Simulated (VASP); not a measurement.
# BAs (F-43m) in VASP: a series of runs

The runs below take BAs through G0W0 quasiparticle levels, with PBE.

Everything below comes from runs of VASP 6.6.1. Logs are shortened: lines on timing, memory, paths and dates and some standing lists are left out, and cuts for length are marked.

## 1. The crystal as given

Symmetry: F-43m, No. 216, cubic system. The conventional cell has a = 4.777 Å, b = 4.777 Å, c = 4.777 Å, α = 90.00°, β = 90.00°, γ = 90.00°. As (site symmetry -43m) is surrounded by 4 B at 2.07 Å. B (site symmetry -43m) has 4 As at 2.07 Å as nearest neighbours.

## 2. G0W0 quasiparticle levels, PBE

The input, POSCAR:

```
BAs
1.0
    0.0000000000      2.3885000000      2.3885000000
    2.3885000000      0.0000000000      2.3885000000
    2.3885000000      2.3885000000      0.0000000000
As B
1 1
Direct
    0.7500000000      0.7500000000      0.7500000000
    0.0000000000      0.0000000000      0.0000000000
```

The input, INCAR.step1:

```
SYSTEM = BAs
ALGO     = Normal         ! electronic algorithm
EDIFF    = 1E-8           ! SCF threshold, eV
ENCUT    = 450            ! plane-wave cutoff, eV
GGA      = PE             ! functional
ISMEAR   = 0              ! smearing method
LASPH    = .True.         ! aspherical terms in the spheres
LCHARG   = .False.        ! write CHGCAR
LREAL    = .False.        ! projectors in reciprocal space
LWAVE    = .True.         ! write WAVECAR
NELM     = 60             ! most SCF steps
PREC     = Accurate       ! precision mode
SIGMA    = 0.01           ! smearing width, eV
```

The input, INCAR.step2:

```
SYSTEM = BAs
ALGO     = Exact          ! electronic algorithm
EDIFF    = 1E-8           ! SCF threshold, eV
ENCUT    = 450            ! plane-wave cutoff, eV
GGA      = PE             ! functional
ISMEAR   = 0              ! smearing method
ISTART   = 1            
LASPH    = .True.         ! aspherical terms in the spheres
LCHARG   = .False.        ! write CHGCAR
LOPTICS  = .True.         ! frequency-dependent dielectric function
LREAL    = .False.        ! projectors in reciprocal space
LWAVE    = .True.         ! write WAVECAR
NBANDS   = 20             ! bands
NELM     = 1              ! most SCF steps
PREC     = Accurate       ! precision mode
SIGMA    = 0.01           ! smearing width, eV
```

The input, INCAR.step3:

```
SYSTEM = BAs
ALGO     = EVGW0          ! electronic algorithm
EDIFF    = 1E-8           ! SCF threshold, eV
ENCUT    = 450            ! plane-wave cutoff, eV
ENCUTGW  = 100            ! cutoff of the response function
GGA      = PE             ! functional
ISMEAR   = 0              ! smearing method
ISTART   = 1            
LASPH    = .True.         ! aspherical terms in the spheres
LCHARG   = .False.        ! write CHGCAR
LREAL    = .False.        ! projectors in reciprocal space
LWAVE    = .False.        ! write WAVECAR
NBANDS   = 20             ! bands
NBANDSGW = 12           
NELMGW   = 1            
NOMEGA   = 48             ! frequency points
PREC     = Accurate       ! precision mode
PRECFOCK = Fast         
SIGMA    = 0.01           ! smearing width, eV
```

The input, KPOINTS:

```
k-points
0
Gamma
  5 5 5
  0 0 0
```

Potentials or basis: VASP PAW PBE potentials, release 64 (As_GW, B_GW).

On the command line:

```bash
$ cat potpaw_PBE.64/As_GW/POTCAR potpaw_PBE.64/B_GW/POTCAR > POTCAR
$ cp INCAR.step1 INCAR
$ mpirun -np 1 vasp_std > vasp.out
$ cp INCAR.step2 INCAR
$ mpirun -np 1 vasp_std > vasp.out
$ cp INCAR.step3 INCAR
$ mpirun -np 1 vasp_std > vasp.out
```

OUTCAR:

```text
SYSTEM = BAs
   EDIFF = 1E-8
   ENCUT = 450
   ENCUTGW = 100
   GGA = PE
   ISMEAR = 0
   ISTART = 1
   LASPH = .True.
   LREAL = .False.
   NELMGW = 1
   PREC = Accurate
   PRECFOCK = Fast

 Found     10 irreducible k-points:

 Following reciprocal coordinates:
            Coordinates               Weight
  0.000000  0.000000  0.000000      1.000000
  0.200000  0.000000  0.000000      8.000000
  0.400000  0.000000  0.000000      8.000000
  0.200000  0.200000  0.000000      6.000000
  0.400000  0.200000  0.000000     24.000000
 -0.400000  0.200000  0.000000     24.000000
   k-points           NKPTS =     10   k-points in BZ     NKDIM =    125   number of bands    NBANDS=     20
   number of dos      NEDOS =    301   number of ions     NIONS =      2
   total plane-waves  NPLWV =  13824
   dimension x,y,z NGX =    24 NGY =   24 NGZ =   24
   dimension x,y,z NGXF=    48 NGYF=   48 NGZF=   48
   ions per type =               1   1
   NGX,Y,Z   is equivalent  to a cutoff of  11.81, 11.81, 11.81 a.u.
   NGXF,Y,Z  is equivalent  to a cutoff of  23.62, 23.62, 23.62 a.u.
 SYSTEM =  BAs
   PREC   = accura    normal or accurate (medium, high low for compatibility)
   ISTART =      1    job   : 0-new  1-cont  2-samecut
   ICHARG =      0    charge: 1-file 2-atom 10-const
   ISPIN  =      1    spin polarized calculation?
   LNONCOLLINEAR =      F non collinear calculations
   LSORBIT =      F    spin-orbit coupling
   LASPH  =      T    aspherical Exc in radial PAW
   ENCUT  =  450.0 eV  33.07 Ry    5.75 a.u.   5.84  5.84  5.84*2*pi/ulx,y,z
   NELM   =     60;   NELMIN=  2; NELMDL=  0     # of ELM steps
   EDIFF  = 0.1E-07   stopping-criterion for ELM
   LREAL  =      F    real-space projection
   EDIFFG = 0.1E-06   stopping-criterion for IOM
   NSW    =      0    number of steps for IOM
   IBRION =     -1    ionic relax: 0-MD 1-quasi-New 2-CG
   NFREE  =      0    steps in history (QN), initial steepest desc. (CG)
   ISIF   =      0    stress and relaxation
   ISYM   =      3    0-nonsym 1-usesym 2-fastsym
   POTIM  = 0.5000    time-step for ionic-motion
   TEBEG  =    0.0;   TEEND  =   0.0 temperature during run
   PSTRESS=    0.0 pullay stress
   NELECT =       8.0000    total number of electrons
   NUPDOWN=      -1.0000    fix difference up-down
   EMIN   =  10.00;   EMAX   =-10.00  energy-range for DOS
   EFERMI =   0.00;   METHOD = LEGACY
   ISMEAR =     0;   SIGMA  =   0.01  broadening in eV -4-tet -1-fermi 0-gaus
   EFERMI_NEDOS =   21; number of points for ismear=-14 and -15
   IALGO  =     38    algorithm
   IMIX   =      4    mixing-type and parameters
     AMIX     =   0.40;   BMIX     =  1.00
     AMIX_MAG =   1.60;   BMIX_MAG =  1.00
  volume/ion in A,a.u.               =      13.63        91.95
  Fermi-wavevector in a.u.,A,eV,Ry     =   1.088018  2.056057 16.106360  1.183784
  Thomas-Fermi vector in A             =   2.224191
   LORBIT       =      0    0 simple, 1 ext, 2 COOP (PROOUT), +10 PAW based schemes
   GGA     = PE    functional components
   LHFCALC =     T    Hartree Fock is set to
   PRECFOCK=fast      Normal, Fast or Accurate (Low or Medium for compatibility)
   ENCUT4O =  -1.0   cutoff for four orbital integrals eV
   NKREDX  =     1    reduce k-point grid by
   NKREDY  =     1    reduce k-point grid by
   NKREDZ  =     1    reduce k-point grid by
   AEXX    =    1.0000 exact exchange contribution
   HFSCREEN=    0.0000 screening length (either q_TF or 0.3 A-1)
   HFSCREENC=   0.0000 screening length for correlation (either q_TF or 0.3 A-1)
   ENCUTFOCK=  -1.0 apply spherical cutoff to Coloumb kernel
   IVDW    =     0    specifies the selected vdW correction
   LEPSILON=     F    determine dielectric tensor
   LRPA    =     F    only Hartree local field effects (RPA)
   LRPAFORCE           =     F    calculate RPA forces
   ENCUTGW             = 100.0    cutoff for response function in eV
   ENCUTGWSOFT         =  80.0    soft cutoff for Coulomb kernel in GW response function in eV
   ENCUTLF             =  -1.0    cutoff for local field effects
   NELMGW              =     1    number of iterations in solving QP/BSE equation
   NELMHF              =     1    number of iterations in the inner HF iteration
   NKREDLFX            =     1    NKREDLFY  =   1   NKREDLFZ  =   1
 non-spin polarized calculation
 Gauss-broadening in eV      SIGMA  =   0.01
  energy-cutoff  :      450.00
  volume of cell :       27.25
 maximum number of plane-waves:       609
  NGX = 14; NGY = 14; NGZ = 14
   NGX = 11   NGY = 11   NGZ = 11
 maximum number of plane-waves:        66
 NGX is ok and might be reduce to    14

 QP shifts <psi_nk| G(iteration)W_0 |psi_nk>: iteration 1
 for sc-GW calculations column KS-energies equals QP-energies in previous step
 and V_xc(KS)=  KS-energies - (<T + V_ion + V_H > + <T+V_H+V_ion>^1  + <V_x>^1)

 k-point   1 :       0.0000    0.0000    0.0000
  band No.  KS-energies  QP-energies   sigma(KS)   V_xc(KS)     V^pw_x(r,r')   Z            occupation Imag(sigma)

      1      -9.2298      -9.5754     -12.1451     -11.6533     -19.5965       0.7028       2.0000       1.3255
      2       6.1792       6.3642     -12.3589     -12.5912     -14.1018       0.7964       2.0000       0.0665
      3       6.1792       6.3642     -12.3589     -12.5912     -14.1018       0.7964       2.0000       0.0665
      4       6.1792       6.3642     -12.3589     -12.5912     -14.1018       0.7964       2.0000       0.0665
      5       9.4487      10.4343     -10.1396     -11.3847      -6.6941       0.7915       0.0000      -0.0833
      6       9.4487      10.4343     -10.1396     -11.3847      -6.6941       0.7915       0.0000      -0.0833
      7       9.4487      10.4343     -10.1396     -11.3847      -6.6941       0.7915       0.0000      -0.0833
      8      10.8403      12.1235     -10.9405     -12.6146      -6.5916       0.7665       0.0000      -0.1279
      9      15.7464      16.3724      -8.1380      -8.9297      -3.0870       0.7907       0.0000      -0.2901
     10      19.1217      20.1101      -9.1593     -10.4086      -4.3819       0.7912       0.0000      -0.3812
     11      19.1217      20.1101      -9.1593     -10.4086      -4.3819       0.7912       0.0000      -0.3812
     12      20.5359      21.2605      -8.1146      -9.0334      -2.5193       0.7886       0.0000      -0.7016

 k-point   2 :       0.2000    0.0000    0.0000
  band No.  KS-energies  QP-energies   sigma(KS)   V_xc(KS)     V^pw_x(r,r')   Z            occupation Imag(sigma)
[... 65 lines left out ...]
      1      -5.9363      -6.1025     -12.3872     -12.1595     -18.6678       0.7299       2.0000       0.8609
      2      -2.0685      -2.3445     -11.8732     -11.4923     -16.6774       0.7245       2.0000       0.3981
      3       1.6260       1.4870     -11.8436     -11.6610     -14.9275       0.7611       2.0000       0.1424
      4       3.6696       3.6662     -12.1254     -12.1211     -14.6323       0.7788       2.0000       0.1000
      5       9.2453      10.0573      -9.6387     -10.6620      -5.9066       0.7935       0.0000      -0.0891
      6      12.2853      13.3367     -10.1414     -11.5054      -5.6888       0.7708       0.0000      -0.1557
      7      12.6744      13.7244      -9.9322     -11.2929      -5.4466       0.7716       0.0000      -0.1678
      8      15.2527      16.3512     -10.0150     -11.4729      -4.6178       0.7535       0.0000      -0.3099
      9      17.2871      18.1713      -9.2377     -10.3835      -4.0257       0.7717       0.0000      -0.3762
     10      18.7159      19.6356      -9.1104     -10.2808      -3.9765       0.7857       0.0000      -0.4529
     11      21.1921      22.1071      -8.4455      -9.6202      -2.9069       0.7790       0.0000      -0.6112
     12      23.3227      24.6464      -9.7232     -11.4728      -3.4594       0.7566       0.0000      -0.9436

 [... further k-points ...]
```

OUTCAR.step1:

```text
SYSTEM = BAs
   EDIFF = 1E-8
   ENCUT = 450
   GGA = PE
   ISMEAR = 0
   LASPH = .True.
   LREAL = .False.
[... 176 lines left out ...]
      3.58275      3.58275      3.58275        -0.000000     -0.000000     -0.000000
      0.00000      0.00000      0.00000         0.000000      0.000000      0.000000
 -----------------------------------------------------------------------------------
    total drift:                               -0.000000     -0.000000     -0.000000

  FREE ENERGIE OF THE ION-ELECTRON SYSTEM (eV)
  ---------------------------------------------------
  free  energy   TOTEN  =       -11.3583590249 eV

  energy  without entropy=      -11.3583590249  energy(sigma->0) =      -11.35835902
```

OUTCAR.step2:

```text
SYSTEM = BAs
   EDIFF = 1E-8
   ENCUT = 450
   GGA = PE
[... 561 lines left out ...]
  --------------------------------------------------------------------------------------------------------------
     0.00000    12.80919    12.80919    12.80919    -0.00000     0.00000     0.00000
     0.60961    12.99140    12.99140    12.99140    -0.00000     0.00000     0.00000
     1.21923    13.58900    13.58900    13.58900    -0.00000     0.00000     0.00000
     1.82884    14.77656    14.77656    14.77656    -0.00000     0.00000     0.00000
     2.43845    17.08935    17.08935    17.08935    -0.00000     0.00000     0.00000
     3.04806    23.42197    23.42197    23.42197    -0.00000     0.00000     0.00000
[... 92 lines left out ...]
    59.74207     0.87667     0.87667     0.87667     0.00000    -0.00000    -0.00000
    60.35168     0.87925     0.87925     0.87925     0.00000    -0.00000    -0.00000
```

It took 21 s on 1 thread of Intel Xeon Platinum 8488C (Sapphire Rapids), shared host; peak memory 0.21 GiB.

These settings aren't checked as converged: the numbers below hold their error.

What came out:

```
Band gap on the k mesh, mean-field level : 1.17 eV, indirect (least direct gap 3.27 eV)
Quasiparticle gap                        : 1.61 eV
Least direct quasiparticle gap           : 4.07 eV
```

Caveat: the k mesh is coarse (spacing up to 0.46 Å⁻¹), so the values aren't converged; bands, screening cutoff and mesh are small and nothing is extrapolated, so the quasiparticle values aren't converged; an odd mesh through Γ misses points on the zone boundary, where band edges often lie.

## 3. G0W0 quasiparticle levels, PBE

POSCAR is that of step 2.

INCAR.step1 is that of step 2.

Changes to INCAR.step2 since step 2:

```diff
@@ -12,3 +12,3 @@
 LWAVE    = .True.         ! write WAVECAR
-NBANDS   = 20             ! bands
+NBANDS   = 113            ! bands
 NELM     = 1              ! most SCF steps
```

Changes to INCAR.step3 since step 2:

```diff
@@ -12,3 +12,3 @@
 LWAVE    = .False.        ! write WAVECAR
-NBANDS   = 20             ! bands
+NBANDS   = 113            ! bands
 NBANDSGW = 12
```

The input, KPOINTS:

```
k-points
0
Gamma
  3 3 3
  0 0 0
```

Potentials or basis: VASP PAW PBE potentials, release 64 (As_GW, B_GW).

On the command line:

```bash
$ cat potpaw_PBE.64/As_GW/POTCAR potpaw_PBE.64/B_GW/POTCAR > POTCAR
$ cp INCAR.step1 INCAR
$ mpirun -np 1 vasp_std > vasp.out
$ cp INCAR.step2 INCAR
$ mpirun -np 1 vasp_std > vasp.out
$ cp INCAR.step3 INCAR
$ mpirun -np 1 vasp_std > vasp.out
```

OUTCAR:

```text
SYSTEM = BAs
   EDIFF = 1E-8
   ENCUT = 450
   ENCUTGW = 100
   GGA = PE
   ISMEAR = 0
   ISTART = 1
   LASPH = .True.
   LREAL = .False.
   NELMGW = 1
   PREC = Accurate
   PRECFOCK = Fast

 Found      4 irreducible k-points:

 Following reciprocal coordinates:
[... 85 lines left out ...]

      1      -9.1660      -9.8847     -12.6154     -11.6436     -19.5361       0.7396       2.0000       1.2897
      2       6.2712       5.8551     -13.1381     -12.6127     -14.7586       0.7920       2.0000       0.0997
      3       6.2712       5.8551     -13.1381     -12.6127     -14.7586       0.7920       2.0000       0.0997
      4       6.2712       5.8551     -13.1381     -12.6127     -14.7586       0.7920       2.0000       0.0997
      5       9.5022       9.8255     -10.9608     -11.3720      -6.3473       0.7860       0.0000      -0.0735
      6       9.5022       9.8255     -10.9608     -11.3720      -6.3473       0.7860       0.0000      -0.0735
      7       9.5022       9.8255     -10.9608     -11.3720      -6.3473       0.7860       0.0000      -0.0735
      8      10.9398      11.5546     -11.7938     -12.6009      -6.1731       0.7616       0.0000      -0.1360
      9      15.8266      15.7306      -8.9317      -8.8101      -2.9261       0.7898       0.0000      -0.3008
     10      19.1544      19.1901     -10.3577     -10.4036      -4.3233       0.7776       0.0000      -0.2819
     11      19.1544      19.1901     -10.3577     -10.4036      -4.3233       0.7776       0.0000      -0.2819
     12      20.5662      20.4377      -9.1136      -8.9570      -2.4337       0.8208       0.0000      -0.6812
[... 36 lines left out ...]
      1      -5.3389      -5.8857     -12.9881     -12.2478     -18.4720       0.7387       2.0000       0.7046
      2      -1.6114      -2.3521     -12.9481     -11.9690     -17.1029       0.7565       2.0000       0.3957
      3       0.1557      -0.5151     -11.8685     -11.0017     -14.8096       0.7738       2.0000       0.1990
      4       3.1964       2.6636     -12.6977     -12.0124     -15.0695       0.7774       2.0000       0.1225
      5       8.7106       8.7938     -10.1632     -10.2680      -5.4294       0.7934       0.0000      -0.0797
      6      13.5084      13.9670     -11.0918     -11.6901      -5.1125       0.7664       0.0000      -0.2058
      7      14.3617      14.7993     -11.1436     -11.7080      -5.1334       0.7752       0.0000      -0.2551
      8      15.6007      15.9455     -11.2541     -11.7060      -4.9689       0.7632       0.0000      -0.3077
      9      15.7170      15.8325     -10.2314     -10.3779      -4.5681       0.7891       0.0000      -0.2284
     10      18.3558      18.3485      -9.9920      -9.9829      -4.0989       0.8017       0.0000      -0.3328
     11      23.1158      23.4436     -10.8712     -11.3129      -3.3076       0.7422       0.0000      -0.7773
     12      24.7319      24.6756      -9.3722      -9.3001      -2.4061       0.7803       0.0000      -0.7665
```

OUTCAR.step2:

```text
SYSTEM = BAs
   EDIFF = 1E-8
   ENCUT = 450
   GGA = PE
[... 518 lines left out ...]
  --------------------------------------------------------------------------------------------------------------
     0.00000    20.99149    20.99149    20.99149    -0.00000    -0.00000    -0.00000
     1.80313    25.06585    25.06585    25.06585    -0.00000    -0.00000    -0.00000
     3.60626    23.64378    23.64378    23.64378    -0.00000     0.00000    -0.00000
     5.40940    29.21631    29.21631    29.21631    -0.00000    -0.00000     0.00000
     7.21253   -21.20803   -21.20803   -21.20803     0.00000     0.00000     0.00000
     9.01566    -7.50960    -7.50960    -7.50960     0.00000     0.00000     0.00000
[... 92 lines left out ...]
   176.70692     0.98086     0.98086     0.98086     0.00000     0.00000     0.00000
   178.51005     0.98125     0.98125     0.98125     0.00000     0.00000     0.00000
```

Wall time 14 s (1 thread of Intel Xeon Platinum 8488C (Sapphire Rapids), shared host); peak memory 0.17 GiB.

These settings aren't checked as converged: the numbers below hold their error.

What came out:

```
Band gap on the k mesh, mean-field level : 1.24 eV, indirect (least direct gap 3.23 eV)
Quasiparticle gap                        : 1.71 eV
Least direct quasiparticle gap           : 3.97 eV
```

Caveat: the k mesh is coarse (spacing up to 0.76 Å⁻¹), so the values aren't converged; bands, screening cutoff and mesh are small and nothing is extrapolated, so the quasiparticle values aren't converged; an odd mesh through Γ misses points on the zone boundary, where band edges often lie.

[end of part 1 of 2]
